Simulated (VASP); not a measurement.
# SiC (P6_3mc) in VASP: a series of runs

One crystal, SiC, is run at these levels: r2SCAN; tasks: relaxation of cell and atoms.

Program: VASP 6.6.1. These are calculated values, not measurements. Logs are shortened: lines on timing, memory, paths and dates and some standing lists are left out, and cuts for length are marked.

## 1. The structure

It takes space group P6_3mc (No. 186, hexagonal). Conventional cell: a = 3.076 Å, b = 3.076 Å, c = 5.048 Å, α = 90.00°, β = 90.00°, γ = 120.00°. Si (site symmetry 3m) is surrounded by 4 C at 1.87 to 1.94 Å. C (site symmetry 3m) is surrounded by 4 Si at 1.87 to 1.94 Å.

## 2. Relaxation of cell and atoms, r2SCAN

File INCAR:

```
SYSTEM = SiC
PREC     = Accurate       ! precision mode
ENCUT    = 520            ! plane-wave cutoff, eV
EDIFF    = 1E-7           ! SCF threshold, eV
ISMEAR   = 0              ! smearing method
SIGMA    = 0.02           ! smearing width, eV
LREAL    = .FALSE.        ! projectors in reciprocal space
LASPH    = .TRUE.         ! aspherical terms in the spheres
NELM     = 100            ! most SCF steps
ALGO     = Normal         ! electronic algorithm
ISIF     = 3              ! what is computed and relaxed
LWAVE    = .FALSE.        ! write WAVECAR
LCHARG   = .FALSE.        ! write CHGCAR
METAGGA  = R2SCAN         ! meta-GGA
LMIXTAU  = .TRUE.       
IBRION   = 2              ! ionic algorithm
NSW      = 80             ! ionic steps
EDIFFG   = -0.002         ! ionic threshold
```

File KPOINTS:

```
regular mesh
0
G
  12 12 6
  0 0 0
```

File POSCAR:

```
SiC
1.0
    3.0760000000      0.0000000000      0.0000000000
   -1.5380000000      2.6638941400      0.0000000000
    0.0000000000      0.0000000000      5.0480000000
Si C
2 2
Direct
    0.3333333300      0.6666666700      0.0000000000
    0.6666666700      0.3333333300      0.5000000000
    0.3333333300      0.6666666700      0.3850000000
    0.6666666700      0.3333333300      0.8850000000
```

Potentials or basis: VASP PAW PBE potentials, release 64 (Si, C).

Command:

```sh
> cat potpaw_PBE.64/Si/POTCAR potpaw_PBE.64/C/POTCAR > POTCAR
> mpirun -np 1 vasp_std > vasp.out
```

OUTCAR:

```text
SYSTEM = SiC
   PREC = Accurate
   ENCUT = 520
   EDIFF = 1E-7
   ISMEAR = 0
   LREAL = .FALSE.
   LASPH = .TRUE.
   NELM = 100
   ISIF = 3
   METAGGA = R2SCAN
   IBRION = 2
   NSW = 80
   EDIFFG = -0.002

 ion  position               nearest neighbor table
   1  0.333  0.667  0.000-   4 1.87   4 1.87   4 1.87   3 1.94   2 3.09   2 3.09   2 3.09   2 3.09
                             2 3.09   2 3.09
   2  0.667  0.333  0.500-   3 1.87   3 1.87   3 1.87   4 1.94   1 3.09   1 3.09   1 3.09   1 3.09
                             1 3.09   1 3.09
   3  0.333  0.667  0.385-   2 1.87   2 1.87   2 1.87   1 1.94
   4  0.667  0.333  0.885-   1 1.87   1 1.87   1 1.87   2 1.94

  LATTYP: Found a hexagonal cell.
 ALAT       =     3.0760000000
 C/A-ratio  =     1.6410923277

  Lattice vectors:

 A1 = (   3.0760000000,   0.0000000000,   0.0000000000)
 A2 = (  -1.5380000000,   2.6638941400,   0.0000000000)
 A3 = (   0.0000000000,   0.0000000000,   5.0480000000)

Analysis of symmetry for initial positions (statically):
=====================================================================
 Subroutine PRICEL returns:
 Original cell was already a primitive cell.

 Routine SETGRP: Setting up the symmetry group for a
 hexagonal supercell.

 Subroutine GETGRP returns: Found 12 space group operations
 (whereof  6 operations were pure point group operations)
 out of a pool of 24 trial point group operations.

The static configuration has the point symmetry C_3v.
 The point group associated with its full space group is C_6v.

Analysis of symmetry for dynamics (positions and initial velocities):
=====================================================================
 Subroutine PRICEL returns:
 Original cell was already a primitive cell.

 Routine SETGRP: Setting up the symmetry group for a
 hexagonal supercell.

 Subroutine GETGRP returns: Found 12 space group operations
 (whereof  6 operations were pure point group operations)
 out of a pool of 24 trial point group operations.

The dynamic configuration has the point symmetry C_3v.
 The point group associated with its full space group is C_6v.

 Subroutine INISYM returns: Found 12 space group operations
 (whereof  6 operations are pure point group operations),
 and found     1 'primitive' translations

----------------------------------------------------------------------------------------

                                     Primitive cell

  volume of cell :      41.3640

  direct lattice vectors                    reciprocal lattice vectors
     3.076000000  0.000000000  0.000000000     0.325097529  0.187695146  0.000000000
    -1.538000000  2.663894140  0.000000000     0.000000000  0.375390292  0.000000000
     0.000000000  0.000000000  5.048000000     0.000000000  0.000000000  0.198098257

  length of vectors
     3.076000000  3.075999998  5.048000000     0.375390292  0.375390292  0.198098257

  position of ions in fractional coordinates (direct lattice)
     0.333333330  0.666666670  0.000000000
     0.666666670  0.333333330  0.500000000
     0.333333330  0.666666670  0.385000000
     0.666666670  0.333333330  0.885000000

  ion indices of the primitive-cell ions
   primitive index   ion index
                 1           1
                 2           2
                 3           3
                 4           4

----------------------------------------------------------------------------------------

 KPOINTS: regular mesh

Automatic generation of k-mesh.
 Grid dimensions read from file:
 generate k-points for:   12   12    6

 Generating k-lattice:

  Cartesian coordinates                     Fractional coordinates (reciprocal lattice)
     0.027091461  0.015641262  0.000000000     0.083333333  0.000000000  0.000000000
     0.000000000  0.031282524  0.000000000     0.000000000  0.083333333  0.000000000
     0.000000000  0.000000000  0.033016376     0.000000000  0.000000000  0.166666667

  Length of vectors
     0.031282524  0.031282524  0.033016376

  Shift w.r.t. Gamma in fractional coordinates (k-lattice)
     0.000000000  0.000000000  0.000000000

 Subroutine IBZKPT returns following result:
 ===========================================

 Found     76 irreducible k-points:

 Following reciprocal coordinates:
            Coordinates               Weight
  0.000000  0.000000  0.000000      1.000000
  0.083333 -0.000000  0.000000      6.000000
  0.166667 -0.000000  0.000000      6.000000
  0.250000  0.000000  0.000000      6.000000
  0.333333  0.000000  0.000000      6.000000
  0.416667 -0.000000  0.000000      6.000000
[... 16 lines left out ...]
  0.250000  0.000000  0.166667     12.000000
  0.333333  0.000000  0.166667     12.000000
 [... further k-points ...]
   k-points           NKPTS =     76   k-points in BZ     NKDIM =     76   number of bands    NBANDS=     12
   number of dos      NEDOS =    301   number of ions     NIONS =      4
   total plane-waves  NPLWV =  23040
   dimension x,y,z NGX =    24 NGY =   24 NGZ =   40
   dimension x,y,z NGXF=    48 NGYF=   48 NGZF=   80
   ions per type =               2   2
   NGX,Y,Z   is equivalent  to a cutoff of  12.97, 12.97, 13.17 a.u.
   NGXF,Y,Z  is equivalent  to a cutoff of  25.94, 25.94, 26.35 a.u.
 SYSTEM =  SiC
   PREC   = accura    normal or accurate (medium, high low for compatibility)
   ISTART =      0    job   : 0-new  1-cont  2-samecut
   ICHARG =      2    charge: 1-file 2-atom 10-const
   ISPIN  =      1    spin polarized calculation?
   LNONCOLLINEAR =      F non collinear calculations
   LSORBIT =      F    spin-orbit coupling
   LASPH  =      T    aspherical Exc in radial PAW
   ENCUT  =  520.0 eV  38.22 Ry    6.18 a.u.   5.72  5.72  9.39*2*pi/ulx,y,z
   NELM   =    100;   NELMIN=  2; NELMDL= -5     # of ELM steps
   EDIFF  = 0.1E-06   stopping-criterion for ELM
   LREAL  =      F    real-space projection
   EDIFFG = -.2E-02   stopping-criterion for IOM
   NSW    =     80    number of steps for IOM
   IBRION =      2    ionic relax: 0-MD 1-quasi-New 2-CG
   NFREE  =      1    steps in history (QN), initial steepest desc. (CG)
   ISIF   =      3    stress and relaxation
   ISYM   =      2    0-nonsym 1-usesym 2-fastsym
   POTIM  = 0.5000    time-step for ionic-motion
   TEBEG  =    0.0;   TEEND  =   0.0 temperature during run
   PSTRESS=    0.0 pullay stress
   NELECT =      16.0000    total number of electrons
   NUPDOWN=      -1.0000    fix difference up-down
   EMIN   =  10.00;   EMAX   =-10.00  energy-range for DOS
   EFERMI =   0.00;   METHOD = LEGACY
   ISMEAR =     0;   SIGMA  =   0.02  broadening in eV -4-tet -1-fermi 0-gaus
   EFERMI_NEDOS =   21; number of points for ismear=-14 and -15
   IALGO  =     38    algorithm
   IMIX   =      4    mixing-type and parameters
     AMIX     =   0.40;   BMIX     =  1.00
     AMIX_MAG =   1.60;   BMIX_MAG =  1.00
  volume/ion in A,a.u.               =      10.34        69.78
  Fermi-wavevector in a.u.,A,eV,Ry     =   1.192817  2.254098 19.358549  1.422813
  Thomas-Fermi vector in A             =   2.328847
   LORBIT       =      0    0 simple, 1 ext, 2 COOP (PROOUT), +10 PAW based schemes
   METAGGA = R2SCAN    functional components
   LHFCALC =     F    Hartree Fock is set to
   AEXX    =    0.0000 exact exchange contribution
   IVDW    =     0    specifies the selected vdW correction
   LEPSILON=     F    determine dielectric tensor
   LRPA    =     F    only Hartree local field effects (RPA)
 conjugate gradient relaxation of ions
 non-spin polarized calculation
 Gauss-broadening in eV      SIGMA  =   0.02
  energy-cutoff  :      520.00
  volume of cell :       41.36
 maximum number of plane-waves:      1132
 NGX is ok and might be reduce to    24
   NGX = 11   NGY = 11   NGZ = 19

--------------------------------------- Ionic step        1  -------------------------------------------

 number of electron      16.0000000 magnetization

 Free energy of the ion-electron system (eV)
  ---------------------------------------------------
  ext. energy  EPLUGINS =         0.00000000
  ---------------------------------------------------
  free energy    TOTEN  =       -38.60094101 eV

  energy without entropy =      -38.60094101  energy(sigma->0) =      -38.60094101

------------------------ aborting loop because EDIFF is reached ----------------------------------------

  FORCE on cell =-STRESS in cart. coord.  units (eV):
  Direction    XX          YY          ZZ          XY          YZ          ZX
  --------------------------------------------------------------------------------------
  -------------------------------------------------------------------------------------
  Total        0.3508126      0.3508126     -0.7034268      0.0000000      0.0000000     -0.0000000
  in kB       13.5882373     13.5882373    -27.2462578      0.0000000      0.0000000     -0.0000000
  external PRESSURE =      -0.0232611 kB  Pullay stress =       0.0000000 kB
[... 213 lines left out ...]
  energy  without entropy=      -38.6379271377  energy(sigma->0) =      -38.63792714

--------------------------------------- Ionic step        7  -------------------------------------------

 number of electron      15.9999999 magnetization

 Free energy of the ion-electron system (eV)
  ---------------------------------------------------
  ext. energy  EPLUGINS =         0.00000000
  ---------------------------------------------------
  free energy    TOTEN  =       -38.63793737 eV

  energy without entropy =      -38.63793737  energy(sigma->0) =      -38.63793737

 E-fermi :   8.3079     XC(G=0): -11.9327

 val. band max:        8.1549798199   @ k =   0.0000   0.0000   0.0000
 cond. band min:      10.8122243951   @ k =   0.3333   0.3333   0.0000
 fundamental gap:      2.6572445752
 Fermi energy:         8.3079135132

 k-point     1 :       0.0000    0.0000    0.0000
  band No.  band energies     occupation
      1      -8.2066      2.00000
      2      -4.5767      2.00000
      3      -0.8421      2.00000
      4       6.7694      2.00000
      5       6.7694      2.00000
      6       8.0411      2.00000
      7       8.1550      2.00000
      8       8.1550      2.00000
      9      13.5421      0.00000
     10      14.9384      0.00000
     11      15.3510      0.00000
     12      15.3510      0.00000
[... 331 lines left out ...]
 k-point    24 :       0.3333    0.0000    0.1667
  band No.  band energies     occupation
      1      -6.1660      2.00000
      2      -3.5865      2.00000
      3       0.5579      2.00000
      4       2.3197      2.00000
      5       3.1666      2.00000
      6       5.1703      2.00000
      7       6.4910      2.00000
      8       6.9960      2.00000
      9      12.0107      0.00000
     10      13.1209      0.00000
     11      15.5751      0.00000
     12      16.5616      0.00000

 [... further k-points ...]

------------------------ aborting loop because EDIFF is reached ----------------------------------------

  FORCE on cell =-STRESS in cart. coord.  units (eV):
  Direction    XX          YY          ZZ          XY          YZ          ZX
  --------------------------------------------------------------------------------------
  -------------------------------------------------------------------------------------
  Total        0.0007281      0.0007281     -0.0011244      0.0000000      0.0000000      0.0000000
  in kB        0.0282372      0.0282372     -0.0436064      0.0000000      0.0000000      0.0000000
  external PRESSURE =       0.0042893 kB  Pullay stress =       0.0000000 kB
[... 19 lines left out ...]
  FREE ENERGIE OF THE ION-ELECTRON SYSTEM (eV)
  ---------------------------------------------------
  free  energy   TOTEN  =       -38.6379373673 eV

  energy  without entropy=      -38.6379373673  energy(sigma->0) =      -38.63793737

 reached required accuracy - stopping structural energy minimisation
```

Run time: 4.4 min. Hardware: 1 thread of Intel Xeon 6975P-C (Granite Rapids), shared host; peak memory 0.18 GiB.

What came out:

| Item | Value |
| --- | --- |
| Free energy | -38.6379 eV |
| Relaxed volume | 10.33 Å³/atom |
| Relaxed cell | a = 3.074 Å, b = 3.074 Å, c = 5.047 Å, α = 90.00°, β = 90.00°, γ = 120.00° |
| Space group after relaxing (to 0.05 Å) | P6_3mc (No. 186) |
| Energy gained by relaxing | 9.2 meV/atom |
| Ionic steps | 7 |
| Pressure after relaxing | 0.0 GPa |
| Band gap on the k mesh | 2.66 eV, indirect (least direct gap 4.49 eV) |

Step by step:
```
step  energy change (eV)  largest force (eV/Å)  pressure (GPa)  volume (Å³)
   1              0.0000                0.7713            0.00        41.36
   2             -0.0060                0.6948           -0.03        41.36
   3             -0.0344                0.0565           -0.29        41.36
   4             -0.0367                0.0175            0.31        41.26
   5             -0.0370                0.0003            0.16        41.28
   6             -0.0370                0.0004           -0.13        41.34
   7             -0.0370                0.0004            0.00        41.31
```

Final structure:
```
CELL_PARAMETERS angstrom
3.07445 0.00000 0.00000
-1.53723 2.66255 0.00000
0.00000 0.00000 5.04699
ATOMIC_POSITIONS crystal
Si 0.33333 0.66667 0.00460
Si 0.66667 0.33333 0.50460
C 0.33333 0.66667 0.38040
C 0.66667 0.33333 0.88040
```

Levels at points of the mesh, in eV from the valence-band top:
```tsv
k point	band 6	band 7	band 8	band 9	band 10	band 11
(0.00, 0.00, 0.00)	-0.11	0.00	0.00	5.39	6.78	7.20
(0.50, 0.00, 0.00)	-3.48	-3.36	-1.26	3.23	4.67	7.47
(0.00, 0.00, 0.50)	-0.75	-0.75	-0.75	6.51	6.51	7.90
(0.50, 0.00, 0.50)	-2.56	-2.44	-2.44	3.73	3.73	5.80
```

Caveat: the PAW data sets were made with another functional, which shifts forces and pressure a little. r2SCAN opens gaps a little over a GGA but as a rule still falls short of measured ones.

## 3. Relaxation of cell and atoms, r2SCAN

INCAR is that of step 2.

KPOINTS is that of step 2.

File POSCAR:

```
SiC                                     
1.0
    3.0744524286     -0.0000000000     -0.0000000000
   -1.5372262143      2.6625539039      0.0000000000
    0.0000000000      0.0000000000      5.0469850098
  Si              C             
     2     2
Direct
     0.3333333300000021    0.6666666699999979    0.0045990220353398
     0.6666666699999979    0.3333333300000021    0.5045990220353398
     0.3333333300000021    0.6666666699999979    0.3804009779646582
     0.6666666699999979    0.3333333300000021    0.8804009779646582
```

Potentials or basis: VASP PAW PBE potentials, release 64 (Si, C).

Command:

```sh
> cat potpaw_PBE.64/Si/POTCAR potpaw_PBE.64/C/POTCAR > POTCAR
> mpirun -np 1 vasp_std > vasp.out
```

Run time: 62 s. Hardware: 1 thread of Intel Xeon 6975P-C (Granite Rapids), shared host; peak memory 0.18 GiB.

The run converged. Its results:

* Free energy: -38.6379 eV
* Pressure after relaxing: 0.0 GPa
* Band gap on the k mesh: 2.66 eV, indirect (least direct gap 4.49 eV)

Final structure:
```
CELL_PARAMETERS angstrom
3.07445 0.00000 0.00000
-1.53723 2.66255 0.00000
0.00000 0.00000 5.04699
ATOMIC_POSITIONS crystal
Si 0.33333 0.66667 0.00460
Si 0.66667 0.33333 0.50460
C 0.33333 0.66667 0.38040
C 0.66667 0.33333 0.88040
```

Levels at points of the mesh, in eV from the valence-band top:
| k point | band 5 | band 6 | band 7 | band 8 | band 9 | band 10 | band 11 | band 12 |
| --- | --- | --- | --- | --- | --- | --- | --- | --- |
| (0.00, 0.00, 0.00) | -1.39 | -0.11 | 0.00 | 0.00 | 5.39 | 6.78 | 7.20 | 7.20 |
| (0.50, 0.00, 0.00) | -5.62 | -3.48 | -3.36 | -1.26 | 3.23 | 4.67 | 7.47 | 7.65 |
| (0.00, 0.00, 0.50) | -0.75 | -0.75 | -0.75 | -0.75 | 6.51 | 6.51 | 7.90 | 7.90 |
| (0.50, 0.00, 0.50) | -2.56 | -2.56 | -2.44 | -2.44 | 3.73 | 3.73 | 5.80 | 5.80 |

Caveat: the relaxation stopped at its first step, so nothing moved; the PAW data sets were made with another functional, which shifts forces and pressure a little.
